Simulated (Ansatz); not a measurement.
# A vibration from a frozen displacement in SnO$_{2}$

Theory: DFT PBE, scalar-relativistic, plane waves, PAW in Ansatz 0.2.0. The runs took a 420 eV cutoff, a Γ-centred 6×6×8 mesh and Gaussian smearing (0.05 eV). No spin polarisation. Energies are free energies at this smearing, counted from the undisturbed cell; pressure is positive in compression.

The starting cell (relaxed at this level):

```
CELL_PARAMETERS angstrom
4.82652 0.00000 0.00000
0.00000 4.82837 0.00000
0.00000 0.00000 3.23817
ATOMIC_POSITIONS crystal
Sn 0.50000 0.50000 0.50000
Sn 0.00000 0.00000 0.00000
O 0.30650 0.30666 0.00000
O 0.80650 0.19334 0.50000
O 0.19350 0.80666 0.50000
O 0.69350 0.69334 0.00000
```

Every Sn atom is moved by x along the Cartesian unit vector (-0.447, -0.447, -0.775); the cell and all other atoms stay fixed. The cell's volume is 75.46 Å³; the moved atoms weigh 237.420 u together and the others 63.996 u. Some rows repeat others by symmetry and weren't run.

| x (Å) | ΔE (meV/cell) | total force on the moved atoms along the move (eV/Å) | pressure (GPa) |
| --- | --- | --- | --- |
| -0.5000 | 5355.47 | 28.4517 | 35.0351 |
| -0.4375 | 3793.73 | 21.7930 | 25.8488 |
| -0.3750 | 2601.91 | 16.5498 | 18.3804 |
| -0.3125 | 1702.58 | 12.3844 | 12.4105 |
| -0.2500 | 1036.90 | 9.0338 | 7.7605 |
| -0.1875 | 560.80 | 6.2863 | 4.2876 |
| -0.1250 | 242.25 | 3.9649 | 1.8824 |
| -0.0625 | 59.53 | 1.9159 | 0.4684 |
| 0.0000 | 0.00 | 0.0000 | 0.0018 |
| 0.0625 | 59.53 | -1.9159 | 0.4684 |
| 0.1250 | 242.25 | -3.9649 | 1.8824 |
| 0.1875 | 560.80 | -6.2863 | 4.2876 |
| 0.2500 | 1036.90 | -9.0338 | 7.7605 |
| 0.3125 | 1702.58 | -12.3844 | 12.4105 |
| 0.3750 | 2601.91 | -16.5498 | 18.3804 |
| 0.4375 | 3793.73 | -21.7930 | 25.8488 |
| 0.5000 | 5355.47 | -28.4517 | 35.0351 |

Q: What frequency belongs to this motion?

A: The force constant is k = −dF/dx = 30.654 eV/Å², from the parabola through x = -0.0625, 0 and 0.0625. In every cell the moved atoms swing against the rest, so the mass is μ = m₁m₂/(m₁ + m₂) = 50.409 u, and ν̃ = 521.5 cm⁻¹ × √(|k|/μ) = 407 cm⁻¹. The pattern needn't be a normal mode: ν̃² is then a weighted mean of the squared nonzero frequencies at the zone centre of this cell, taken without macroscopic field, so it lies between the lowest and the highest of them.

Q: How far does the harmonic law reach?

A: At x = -0.500 Å, kx²/2 = 3831.79 meV against the computed 5355.47 meV (+39.8 %): the well stiffens in this direction at large amplitude.

Q: The pressure changes with x². What does that say about the frequency under compression?

A: With E = k(V)x²/2, k ∝ V^(−2γ) and x scaling with the cell as V^(1/3), P − P0 = −∂E/∂V = (2γ − 2/3) ΔE/V. At x = 0.1250 Å, V(P − P0) = 75.46 × 1.88063 / 160.2 eV = 885.78 meV and ΔE = 242.25 meV, so γ = 1/3 + V(P − P0)/(2ΔE) = 2.16. This is the Grüneisen parameter of the motion under uniform scaling of the cell: shrinking the cell evenly by 1 % in volume raises the frequency by about 2.16 %.

Cost: 9 runs of about 4.8 core-minutes in all, on Arm Neoverse V2 (shared hosts).